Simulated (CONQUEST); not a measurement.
The system is CdSe (Cadmoselite).

```xyz
8
Lattice="4.3000 0.0000 0.0000 0.0000 7.0200 0.0000 0.0000 0.0000 7.4478" Properties=species:S:1:pos:R:3 pbc="T T T"
Cd    0.0000    3.5100    2.4826
Cd    2.1500    3.5100    6.2065
Cd    0.0000    0.0000    4.9652
Cd    2.1500    0.0000    1.2413
Se    0.0000    6.2127    2.4826
Se    2.1500    6.2127    6.2065
Se    0.0000    2.7027    4.9652
Se    2.1500    2.7027    1.2413
```

Base run:

- Program: CONQUEST 1.3
- Functional: PBE
- Potentials or basis: PseudoDojo NC PBE, DZ, grid cutoff 120 Ha
- k mesh: 6 × 4 × 4
- Occupations: fermi-dirac, width 0.05 eV
- Spin: no spin polarisation

Its results: band gap on the k mesh 0.61 eV; pressure 4.4 GPa; largest force 0.325 eV/Å.

Problem. The run is repeated on the same cell with these changes: potentials or basis from PseudoDojo NC PBE, DZ, grid cutoff 120 Ha to PseudoDojo NC PBE, SZP, grid cutoff 120 Ha. What comes out?

Solution. Band gap on the k mesh 1.04 eV; pressure 5.1 GPa; largest force 0.395 eV/Å.

Caveats: the atomic basis is small; the basis of atomic orbitals isn't converged, which shifts pressures, moduli and gaps.

A k mesh can miss the band edges.
